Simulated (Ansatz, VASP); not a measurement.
La: VASP beside Ansatz

Contents of INCAR:

```
  PREC = Accurate
  ENCUT = 520
  EDIFF = 1E-8
  ISMEAR = -1
  SIGMA = 0.05
  LREAL = F
  LASPH = T
  NELM = 100
  ALGO = Normal
  ISIF = 2
  LWAVE = F
  LCHARG = F
  GGA = PE
  LEFG = T
  NBANDS = 12
```

Contents of KPOINTS:

```
regular mesh
0
Gamma
  12 12 12
```

The input POSCAR:

```
La
1.0
    0.0794400000      2.6877200000      2.6877200000
    2.6877200000      0.0794400000      2.6877200000
    2.6877200000      2.6877200000      0.0794400000
La
1
Direct
    0.0000000000      0.0000000000      0.0000000000
```

Input for Ansatz:

```yaml
crystal:
  lattice:
    - [0.07944, 2.68772, 2.68772]
    - [2.68772, 0.07944, 2.68772]
    - [2.68772, 2.68772, 0.07944]
  atoms:
    - { symbol: La, position: [0.0, 0.0, 0.0] }
kpoints:
  mp_grid: { grid: [12, 12, 12] }
scf:
  occupations: { method: fermi_dirac, width: 0.05 }
hamiltonian:
  xc: pbe
  pseudopotentials: { kind: paw }
output:
  forces: true
  stress: true
  eigenvalues: true
  efg: { contact_densities: true }
```

Change from the starting cell: equal xy, yz and zx shear strains of +3 %, PAW files.

Alike in both runs: task electric field gradients; functional PBE; k mesh 12 × 12 × 12; occupations fermi-dirac, width 0.05 eV; no spin polarisation.

|  | VASP | Ansatz |
| --- | --- | --- |
| version | VASP 6.6.1 | Ansatz 0.2.0 |
| potentials or method | VASP PAW PBE potentials, release 64 (La) | PAW with Ansatz's default frozen-core files, scalar-relativistic |
| plane-wave cutoff (eV) | 520 | 420 |
| valence electrons in the cell | 11 | 11 |

Ansatz gave:

```
pressure (GPa)                                                 : -0.2
largest component of the traceless stress (GPa)                : 0.65
Vzz of the field gradient on the site that differs most (V/Å²) : -37.9
```

Task: Which values does VASP return?

Result: Pressure (GPa): -0.1; largest component of the traceless stress (GPa): 0.65; Vzz of the field gradient on the site that differs most (V/Å²): -39.7.

Ansatz warned: «gradients_without_spin_orbit».

Spin-orbit coupling is left out, which matters for the levels of La.
